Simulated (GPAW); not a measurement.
Runs of GPAW 26.7.0 on AlN. The structure is cubic, space group F-43m (No. 216). Conventional cell: a = 4.368 Å, b = 4.368 Å, c = 4.368 Å, α = 90.00°, β = 90.00°, γ = 90.00°. Around Al (site symmetry -43m) lie 4 N at 1.89 Å. N (site symmetry -43m) has 4 Al at 1.89 Å as nearest neighbours. Measurements of this composition are mostly on another form, of space group No. 186.

```csv
task,level,potentials or basis,cell,k mesh,cutoff (eV),smearing,eigensolver,band path,band points,older calculator (legacy_gpaw),convergence,grid spacing,gap on the mesh (eV),pressure (GPa),V0 of scaled cells (Å³/atom),B0 (GPa)
band structure,OLYP,"PAW data sets generated in the run's folder for this functional, pw",as given,10 × 10 × 10,800,fermi-dirac 0.05 eV,davidson,"GXWKGLUWLK,UX",100,-,-,-,3.45,6.1,-,-
equation of state,AM05,"PAW data sets generated in the run's folder for this functional, pw",as given,10 × 10 × 10,800,fermi-dirac 0.05 eV,-,-,-,-,-,-,-,-,10.57,198
equation of state,LDA,"the program's PAW data sets (release 1.2.1) made for this functional, pw",as given,10 × 10 × 10,800,fermi-dirac 0.05 eV,-,-,-,-,-,-,-,-,10.31,212
equation of state,PBEsol+D3(BJ),"PAW data sets generated in the run's folder for this functional, pw",as given,10 × 10 × 10,800,fermi-dirac 0.05 eV,-,-,-,-,-,-,-,-,(b),207
single point,LDA,"PAW data sets generated in the run's folder for this functional, pw",as given,8 × 8 × 8,650,fermi-dirac 0.01 eV,-,-,-,-,-,-,3.22,(c),-,-
band structure,optB88-vdW,"GPAW PAW data sets (gpaw-data 1.2.1), pw",as given,10 × 10 × 10,800,fermi-dirac 0.05 eV,-,"GXWKGLUWLK,UX",100,yes,-,-,3.52,-,-,-
Born charges,PBE+D3(BJ)+ATM,"GPAW PAW data sets (gpaw-data 1.2.1), pw",relaxed,6 × 6 × 6,680,fermi-dirac 0.01 eV,-,-,-,-,density=1e-06 eigenstates=1e-09,-,3.30,0.0,-,-
band structure,vdW-DF,"GPAW PAW data sets (gpaw-data 1.2.1), pw",as given,10 × 10 × 10,800,fermi-dirac 0.05 eV,-,"GXWKGLUWLK,UX",80,-,-,-,3.65,-,-,-
band structure,PBE,"GPAW PAW data sets (gpaw-data 1.2.1), fd",as given,10 × 10 × 10,-,fermi-dirac 0.05 eV,-,"GXWKGLUWLK,UX",60,-,-,0.16 Å,3.31,-,-,-
equation of state,PBE+D3(BJ),"GPAW PAW data sets (gpaw-data 1.2.1), pw",as given,10 × 10 × 10,800,fermi-dirac 0.05 eV,-,-,-,-,-,-,-,-,10.53,(a)
equation of state,BLYP+D3(BJ),"PAW data sets generated in the run's folder for this functional, pw",as given,10 × 10 × 10,800,fermi-dirac 0.05 eV,davidson,-,-,-,-,-,-,-,10.39,207
```

Alike in all rows: no spin polarisation.

Task: Fill in the values left out.

Result: (a) 201; (b) 10.38; (c) -6.5.

Caveats: the cutoff is short for stress and forces, so pressures can be off by a GPa or more (some runs); the PAW data sets were made with another functional, which shifts forces and pressure a little (some runs); the LO-TO splitting is left out (some runs).

A k mesh can miss the band edges.

Not every run made on this cell is shown here.
